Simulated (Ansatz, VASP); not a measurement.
Two plane-wave programs on AgCl

File POSCAR:

```
AgCl
1.0
    4.5197411041      0.0137852103      0.0000000000
   -2.2479322097      3.9073180095      0.0000000000
    0.0000000000      0.0000000000      5.7224971438
Ag Cl
2 2
Direct
    0.3334831540      0.6666369635     -0.0623708491
    0.6665168460      0.3333630365      0.4376291509
    0.3313843853      0.6666993401      0.4373708491
    0.6686156147      0.3333006599      0.9373708491
```

File INCAR.step1:

```
SYSTEM = AgCl
PREC = Accurate ; ENCUT = 520
ISMEAR = 0 ; SIGMA = 0.01
LREAL = .FALSE. ; LASPH = .TRUE.
NELM = 100 ; NBANDS = 26
GGA = PE ; ALGO = Normal
EDIFF = 1E-4 ; LWAVE = .TRUE.
LCHARG = .FALSE.
```

File INCAR.step2:

```
SYSTEM = AgCl
PREC = Accurate ; ENCUT = 520
EDIFF = 1E-6 ; ISMEAR = 0
SIGMA = 0.01 ; LREAL = .FALSE.
LASPH = .TRUE. ; NELM = 100
ALGO = Normal ; ISIF = 2
LWAVE = .FALSE. ; LCHARG = .FALSE.
METAGGA = R2SCAN ; LMIXTAU = .TRUE.
NBANDS = 26 ; ISTART = 1
```

The input KPOINTS:

```
regular mesh
0
G
  6 6 4
  0 0 0
```

Input for Ansatz:

```yaml
crystal:
  lattice:
    - [4.5197411041, 0.0137852103, 0.0]
    - [-2.2479322097, 3.9073180095, 0.0]
    - [0.0, 0.0, 5.7224971438]
  atoms:
    - { symbol: Ag, position: [0.333483154, 0.6666369635, -0.0623708491] }
    - { symbol: Ag, position: [0.666516846, 0.3333630365, 0.4376291509] }
    - { symbol: Cl, position: [0.3313843853, 0.6666993401, 0.4373708491] }
    - { symbol: Cl, position: [0.6686156147, 0.3333006599, 0.9373708491] }
kpoints:
  mp_grid: { grid: [6, 6, 4] }
  band_path:
    path:
      - [0.0, 0.0, 0.0]
      - [0.5, 0.0, 0.0]
      - [0.3333333333, 0.3333333333, 0.0]
      - [0.0, 0.0, 0.5]
      - [0.5, 0.0, 0.5]
      - [0.3333333333, 0.3333333333, 0.5]
      - [0.333333, 0.328125, -0.5]
    npoints: 1
hamiltonian:
  xc: r2scan
scf:
  occupations: { method: fixed }
  n_extra_bands: 5
output:
  forces: true
  stress: true
  eigenvalues: true
```

Change from the starting cell: shear_xy strain +0.6%.

Alike in both runs: task single point; functional r2SCAN; k mesh 6 × 6 × 4; no spin polarisation.

|  | VASP | Ansatz |
| --- | --- | --- |
| version | VASP 6.6.1 | Ansatz 0.2.0 |
| potentials or method | VASP PAW PBE potentials, release 64 (Ag, Cl) | plane waves, PAW |
| plane-wave cutoff (eV) | 520 | 500 |
| occupations | gaussian, width 0.01 eV | fixed |
| valence electrons in the cell | 36 | 52 |

|  | VASP | Ansatz | Ansatz less VASP |
| --- | --- | --- | --- |
| gap on the k mesh at the Fermi level (eV) | 1.77 | 1.81 | +0.047 |
| pressure (GPa) | -0.1 | 0.0 | +0.08 |

The two sets of potentials don't hold the same shells in valence.

Caveats: the PAW data sets were made with another functional, which shifts forces and pressure a little (VASP).
